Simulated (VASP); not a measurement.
# Te2Pt (Moncheite) (P-3m1) in VASP: further runs, part 3 of 3

VASP 6.6.1. Earlier steps stand in the parts before.

## Step 5: Relaxation of cell and atoms, r2SCAN+rVV10

Input file POSCAR:

```
Te2Pt
1.0
    4.0486605182      0.0000000000      0.0000000000
   -2.0243302591      3.5062428600      0.0000000000
    0.0000000000      0.0000000000      5.1318975943
Te Pt
2 1
Direct
    0.3333333333      0.6666666667      0.2649898182
    0.6666666667      0.3333333333      0.7350101818
    0.0000000000      0.0000000000      0.0000000000
```

Input file INCAR.step1:

```
SYSTEM = Te2Pt
PREC = Accurate
ENCUT = 600
ISMEAR = -1
SIGMA = 0.02
LREAL = .False.
LASPH = .True.
NELM = 100
GGA = PE
ALGO = Normal
EDIFF = 1E-4
LWAVE = .True.
LCHARG = .False.
```

Input file INCAR.step2:

```
SYSTEM = Te2Pt
PREC = Accurate
ENCUT = 600
EDIFF = 1E-6
ISMEAR = -1
SIGMA = 0.02
LREAL = .False.
LASPH = .True.
NELM = 100
ALGO = Normal
ISIF = 3
LWAVE = .False.
LCHARG = .False.
METAGGA = R2SCAN
LMIXTAU = .True.
LUSE_VDW = .True.
IVDW_NL = 2
BPARAM = 11.95
CPARAM = 0.0093
IBRION = 2
NSW = 80
EDIFFG = -0.005
ISTART = 1
```

Input file KPOINTS:

```
regular mesh
0
Gamma
  6 6 4
  0 0 0
```

Potentials or basis: VASP PAW PBE potentials, release 64 (Te, Pt).

The run is started by

```
> cat potpaw_PBE.64/Te/POTCAR potpaw_PBE.64/Pt/POTCAR > POTCAR
> cp INCAR.step1 INCAR
> mpirun -np 1 vasp_std > vasp.out
> cp INCAR.step2 INCAR
> mpirun -np 1 vasp_std > vasp.out
```

OUTCAR:

```text
SYSTEM = Te2Pt
   PREC = Accurate
   ENCUT = 600
   EDIFF = 1E-6
   ISMEAR = -1
   LREAL = .False.
   LASPH = .True.
   NELM = 100
   ISIF = 3
   METAGGA = R2SCAN
   IVDW_NL = 2
   BPARAM = 11.95
   IBRION = 2
   NSW = 80
   EDIFFG = -0.005
   ISTART = 1

 ion  position               nearest neighbor table
   1  0.333  0.667  0.265-   3 2.70   3 2.70   3 2.70   2 3.36   2 3.36   2 3.36   2 3.59   2 3.59
                             2 3.59
   2  0.667  0.333  0.735-   3 2.70   3 2.70   3 2.70   1 3.36   1 3.36   1 3.36   1 3.59   1 3.59
                             1 3.59
   3  0.000  0.000  0.000-   1 2.70   2 2.70   1 2.70   2 2.70   2 2.70   1 2.70

  LATTYP: Found a hexagonal cell.
 ALAT       =     4.0486605182
 C/A-ratio  =     1.2675544347

  Lattice vectors:

 A1 = (   4.0486605182,   0.0000000000,   0.0000000000)
 A2 = (  -2.0243302591,   3.5062428600,   0.0000000000)
 A3 = (   0.0000000000,   0.0000000000,   5.1318975943)

Analysis of symmetry for initial positions (statically):
=====================================================================
 Subroutine PRICEL returns:
 Original cell was already a primitive cell.

 Routine SETGRP: Setting up the symmetry group for a
 hexagonal supercell.

 Subroutine GETGRP returns: Found 12 space group operations
 (whereof 12 operations were pure point group operations)
 out of a pool of 24 trial point group operations.

The static configuration has the point symmetry D_3d.

Analysis of symmetry for dynamics (positions and initial velocities):
=====================================================================
 Subroutine PRICEL returns:
 Original cell was already a primitive cell.

 Routine SETGRP: Setting up the symmetry group for a
 hexagonal supercell.

 Subroutine GETGRP returns: Found 12 space group operations
 (whereof 12 operations were pure point group operations)
 out of a pool of 24 trial point group operations.

The dynamic configuration has the point symmetry D_3d.

 Subroutine INISYM returns: Found 12 space group operations
 (whereof 12 operations are pure point group operations),
 and found     1 'primitive' translations

----------------------------------------------------------------------------------------

                                     Primitive cell

  volume of cell :      72.8503

  direct lattice vectors                    reciprocal lattice vectors
     4.048660518  0.000000000  0.000000000     0.246995271  0.142602786  0.000000000
    -2.024330259  3.506242860  0.000000000     0.000000000  0.285205572  0.000000000
     0.000000000  0.000000000  5.131897594     0.000000000  0.000000000  0.194859695

  length of vectors
     4.048660518  4.048660518  5.131897594     0.285205572  0.285205572  0.194859695

  position of ions in fractional coordinates (direct lattice)
     0.333333333  0.666666667  0.264989818
     0.666666667  0.333333333  0.735010182
     0.000000000  0.000000000  0.000000000

  ion indices of the primitive-cell ions
   primitive index   ion index
                 1           1
                 2           2
                 3           3
[... 33 lines left out ...]
  0.166667  0.166667  0.000000      6.000000
  0.333333  0.166667  0.000000     12.000000
[... 16 lines left out ...]
  0.333333  0.166667  0.500000     12.000000
  0.333333  0.333333  0.500000      2.000000
   k-points           NKPTS =     24   k-points in BZ     NKDIM =     24   number of bands    NBANDS=     15
   number of dos      NEDOS =    301   number of ions     NIONS =      3
   total plane-waves  NPLWV =  43008
   dimension x,y,z NGX =    32 NGY =   32 NGZ =   42
   dimension x,y,z NGXF=    64 NGYF=   64 NGZF=   84
   ions per type =               2   1
   NGX,Y,Z   is equivalent  to a cutoff of  13.14, 13.14, 13.61 a.u.
   NGXF,Y,Z  is equivalent  to a cutoff of  26.28, 26.28, 27.21 a.u.
 SYSTEM =  Te2Pt
   PREC   = accura    normal or accurate (medium, high low for compatibility)
   ISTART =      1    job   : 0-new  1-cont  2-samecut
   ICHARG =      0    charge: 1-file 2-atom 10-const
   ISPIN  =      1    spin polarized calculation?
   LNONCOLLINEAR =      F non collinear calculations
   LSORBIT =      F    spin-orbit coupling
   LASPH  =      T    aspherical Exc in radial PAW
   ENCUT  =  600.0 eV  44.10 Ry    6.64 a.u.   8.09  8.09 10.25*2*pi/ulx,y,z
   NELM   =    100;   NELMIN=  2; NELMDL=  0     # of ELM steps
   EDIFF  = 0.1E-05   stopping-criterion for ELM
   LREAL  =      F    real-space projection
   EDIFFG = -.5E-02   stopping-criterion for IOM
   NSW    =     80    number of steps for IOM
   IBRION =      2    ionic relax: 0-MD 1-quasi-New 2-CG
   NFREE  =      1    steps in history (QN), initial steepest desc. (CG)
   ISIF   =      3    stress and relaxation
   ISYM   =      2    0-nonsym 1-usesym 2-fastsym
   POTIM  = 0.5000    time-step for ionic-motion
   TEBEG  =    0.0;   TEEND  =   0.0 temperature during run
   PSTRESS=    0.0 pullay stress
   NELECT =      22.0000    total number of electrons
   NUPDOWN=      -1.0000    fix difference up-down
   EMIN   =  10.00;   EMAX   =-10.00  energy-range for DOS
   EFERMI =   0.00;   METHOD = LEGACY
   ISMEAR =    -1;   SIGMA  =   0.02  broadening in eV -4-tet -1-fermi 0-gaus
   EFERMI_NEDOS =   21; number of points for ismear=-14 and -15
   IALGO  =     38    algorithm
   IMIX   =      4    mixing-type and parameters
     AMIX     =   0.40;   BMIX     =  1.00
     AMIX_MAG =   1.60;   BMIX_MAG =  1.00
  volume/ion in A,a.u.               =      24.28       163.87
  Fermi-wavevector in a.u.,A,eV,Ry     =   1.098345  2.075570 16.413535  1.206361
  Thomas-Fermi vector in A             =   2.234720
   LORBIT       =      0    0 simple, 1 ext, 2 COOP (PROOUT), +10 PAW based schemes
   METAGGA = R2SCAN    functional components
   LHFCALC =     F    Hartree Fock is set to
   AEXX    =    0.0000 exact exchange contribution
   IVDW_NL    =     2    kernel type
   BPARAM     =11.9500
   IVDW    =     0    specifies the selected vdW correction
   LEPSILON=     F    determine dielectric tensor
   LRPA    =     F    only Hartree local field effects (RPA)
 conjugate gradient relaxation of ions
 non-spin polarized calculation
  energy-cutoff  :      600.00
  volume of cell :       72.85
 maximum number of plane-waves:      2456
   NGX = 17   NGY = 17   NGZ = 21

--------------------------------------- Ionic step        1  -------------------------------------------

 number of electron      21.9999999 magnetization

 Free energy of the ion-electron system (eV)
  ---------------------------------------------------
  ext. energy  EPLUGINS =         0.00000000
  ---------------------------------------------------
  free energy    TOTEN  =      -103.13813557 eV

  energy without entropy =     -103.13720376  energy(sigma->0) =     -103.13766966

------------------------ aborting loop because EDIFF is reached ----------------------------------------

  FORCE on cell =-STRESS in cart. coord.  units (eV):
  Direction    XX          YY          ZZ          XY          YZ          ZX
  --------------------------------------------------------------------------------------
  -------------------------------------------------------------------------------------
  Total        0.2858458      0.2858458      0.8543960      0.0000000     -0.0000000      0.0000000
  in kB        6.2865315      6.2865315     18.7905050      0.0000000     -0.0000000      0.0000000
  external PRESSURE =      10.4545227 kB  Pullay stress =       0.0000000 kB
[... 92 lines left out ...]
  FREE ENERGIE OF THE ION-ELECTRON SYSTEM (eV)
  ---------------------------------------------------
  free  energy   TOTEN  =      -103.1456921389 eV

  energy  without entropy=     -103.1447116821  energy(sigma->0) =     -103.14520191

[... ionic steps 4 to 10 ...]

--------------------------------------- Ionic step       11  -------------------------------------------

 number of electron      22.0000000 magnetization

------------------------ aborting loop because EDIFF is reached ----------------------------------------
[... 69 lines left out ...]
--------------------------------------- Ionic step       13  -------------------------------------------

 number of electron      22.0000000 magnetization

 Free energy of the ion-electron system (eV)
  ---------------------------------------------------
  ext. energy  EPLUGINS =         0.00000000
  ---------------------------------------------------
  free energy    TOTEN  =      -103.15882365 eV

  energy without entropy =     -103.15802455  energy(sigma->0) =     -103.15842410

 E-fermi :   8.2124     XC(G=0): -11.0346

 val. band max:        8.1801180803   @ k =   0.0000   0.3333   0.2500
 cond. band min:       8.3181401805   @ k =   0.0000   0.0000   0.2500
 fundamental gap:      0.1380221002
 Fermi energy:         8.2124313437

 k-point     1 :       0.0000    0.0000    0.0000
  band No.  band energies     occupation
      1      -6.2237      2.00000
      2      -2.8297      2.00000
      3       1.2616      2.00000
      4       2.2980      2.00000
      5       2.2980      2.00000
      6       4.2541      2.00000
      7       4.2541      2.00000
      8       5.3468      2.00000
      9       7.6709      2.00000
     10       7.6709      2.00000
     11       9.3233      0.00000
     12       9.3233      0.00000
     13       9.6524      0.00000
     14      11.3864      0.00000
[... 443 lines left out ...]
  FREE ENERGIE OF THE ION-ELECTRON SYSTEM (eV)
  ---------------------------------------------------
  free  energy   TOTEN  =      -103.1588236550 eV

  energy  without entropy=     -103.1580245467  energy(sigma->0) =     -103.15842410

 reached required accuracy - stopping structural energy minimisation
```

It took 19 min on 1 thread of Intel Xeon Platinum 8488C (Sapphire Rapids), shared host; peak memory 0.39 GiB.

Results:

```
Free energy                            : -103.1588 eV
Relaxed volume                         : 25.10 Å³/atom
Relaxed cell                           : a = 4.041 Å, b = 4.041 Å, c = 5.323 Å, α = 90.00°, β = 90.00°, γ = 120.00°
Space group after relaxing (to 0.05 Å) : P-3m1 (No. 164)
Energy gained by relaxing              : 6.9 meV/atom
Ionic steps                            : 13
Pressure after relaxing                : 0.0 GPa
Band gap on the k mesh                 : none (metal or under the smearing width)
```

Forces in eV/Å, atoms in the order of the input:
```
Te   0.000  0.000  0.003
Te   0.000  0.000 -0.003
Pt   0.000  0.000  0.000
```

The path:
```
step  energy change (eV)  largest force (eV/Å)  pressure (GPa)  volume (Å³)
   1              0.0000                0.1691            1.05        72.85
   2             -0.0075                0.2774           -0.94        74.53
   3             -0.0076                0.2660           -0.74        74.36
   4             -0.0147                0.1774           -0.43        74.56
   5             -0.0203                0.0297            0.15        74.88
   6             -0.0204                0.0005            0.29        74.95
   7             -0.0206                0.0195           -0.12        75.36
   8             -0.0207                0.0141           -0.01        75.25
   9             -0.0207                0.0142           -0.01        75.26
  10             -0.0207                0.0170           -0.07        75.31
  11             -0.0207                0.0148           -0.03        75.27
  12             -0.0207                0.0057            0.01        75.28
  13             -0.0207                0.0026            0.02        75.30
```

Final structure:
```yaml
crystal:
  lattice:
    - [4.04141, 0.00000, 0.00000]
    - [-2.02070, 3.49996, 0.00000]
    - [0.00000, 0.00000, 5.32342]
  atoms:
    - { symbol: Te, position: [0.33333, 0.66667, 0.25661] }
    - { symbol: Te, position: [0.66667, 0.33333, 0.74339] }
    - { symbol: Pt, position: [0.00000, 0.00000, 0.00000] }
```

Levels at points of the mesh, in eV from the Fermi level:
| k point | band 7 | band 8 | band 9 | band 10 | band 11 | band 12 | band 13 | band 14 | band 15 |
| --- | --- | --- | --- | --- | --- | --- | --- | --- | --- |
| (0.00, 0.00, 0.00) | -3.96 | -2.87 | -0.54 | -0.54 | 1.11 | 1.11 | 1.44 | 3.17 | 4.65 |
| (0.50, 0.00, 0.00) | -3.66 | -3.59 | -3.59 | -3.46 | -2.97 | 0.21 | 2.54 | 4.04 | 5.63 |
| (0.00, 0.00, 0.50) | -3.99 | -2.39 | -1.45 | -1.19 | -1.19 | 2.27 | 2.27 | 4.46 | 5.35 |
| (0.50, 0.00, 0.50) | -3.67 | -3.60 | -3.41 | -2.50 | -0.83 | 0.54 | 1.49 | 4.29 | 4.61 |

Caveat: the PAW data sets were made with another functional, which shifts forces and pressure a little; pairwise dispersion overbinds metals, which lowers pressure and volume.

## Step 6: Overview

| task | level | cell | cutoff (eV) | gap on the mesh (eV) | pressure (GPa) | relaxed volume (Å³/atom) | largest force (eV/Å) |
| --- | --- | --- | --- | --- | --- | --- | --- |
| single point | PBE+D3(BJ) | P-3m1, 24.28 Å³/atom | 520 | none | -0.2 | - | 0.01 |
| relaxation of cell and atoms | PBE+D3(BJ) | relaxed | 600 | none | 0.0 | 24.23 | - |
| single point | r2SCAN+rVV10 | P-3m1, 25.0 Å³/atom | 520 | none | 0.3 | - | 0.03 |
| relaxation of cell and atoms | r2SCAN+rVV10 | relaxed | 600 | none | 0.0 | 25.10 | - |

Alike in all rows: potentials or basis VASP PAW PBE potentials, release 64 (Te, Pt); no spin polarisation; k mesh 6 × 6 × 4; smearing fermi-dirac 0.02 eV.

Caveats: pairwise dispersion overbinds metals, which lowers pressure and volume; the PAW data sets were made with another functional, which shifts forces and pressure a little (some runs).

Absolute energies hang on the potentials; compare differences alone.
